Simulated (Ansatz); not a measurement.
The reference is Sb$_{2}$Te$_{3}$ in the Bi2Te3 type structure (space group R-3m, No. 166; a = 4.276 Å, c = 29.825 Å (hexagonal axes)).

The values are results of PBE-D3(BJ) (Ansatz, a first-principles code), spin-orbit coupling left out, not measurements.

Base values:

* **Pressure**: 0.00 GPa

Perturbation: the cell is scaled by 0.9966 in all directions, atoms relaxed at fixed cell.

Q: What does the calculation give for the pressure, energy relative to the base and largest internal atomic displacement after the change?

A: The pressure (mean of the normal stresses, compression positive) goes from zero to 0.43 GPa; the energy rises by 0.4 meV/atom; the largest internal atomic displacement comes out as 0.014 Å.

The cells carry an imposed strain or load. Stability against distortions was not tested.
